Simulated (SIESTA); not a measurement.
Runs of SIESTA 5.4.2 on KI. It takes space group Fm-3m (No. 225, cubic). The conventional cell has a = 7.066 Å, b = 7.066 Å, c = 7.066 Å, α = 90.00°, β = 90.00°, γ = 90.00°. I (site symmetry m-3m) has 6 K at 3.53 Å as nearest neighbours. K (site symmetry m-3m) is surrounded by 6 I at 3.53 Å. 

```csv
task,level,potentials or basis,gap on the mesh (eV),pressure (GPa)
band structure,LDA,"PseudoDojo 0.4 standard (LDA files), DZP (energy shift 0.003 Ry; two zetas on semicore shells; d shell added on K)",3.76,-1.3
band structure,PBEsol,"PseudoDojo 0.4 standard (PBEsol files), DZP (energy shift 0.003 Ry; two zetas on semicore shells; d shell added on K)",3.95,(a)
band structure,AM05,"PseudoDojo 0.4 standard (PBEsol files), DZP (energy shift 0.003 Ry; two zetas on semicore shells; d shell added on K)",4.14,0.4
band structure,vdW-DF-cx,"PseudoDojo 0.4 standard (PBE files), DZP (energy shift 0.003 Ry; two zetas on semicore shells; d shell added on K)",4.14,0.1
band structure,BLYP,"PseudoDojo 0.4 standard (PBE files), DZP (energy shift 0.003 Ry; two zetas on semicore shells; d shell added on K)",(b),1.5
```

Alike in all rows: no spin polarisation; cell as given; k mesh 7 × 7 × 7; smearing fermi-dirac 0.05 eV; grid cutoff 800 Ry; energy shift 0.003 Ry.

**Question.** Fill in the values left out.

**Answer.** (a) -0.2; (b) 4.15.

Caveats: spin-orbit coupling is left out, which moves the levels of the heavy elements; the basis of atomic orbitals isn't converged, which shifts pressures, moduli and gaps; the potentials were made for another functional, which shifts forces and pressure (some runs).

A k mesh can miss the band edges, and the runs leave out spin-orbit coupling on I.
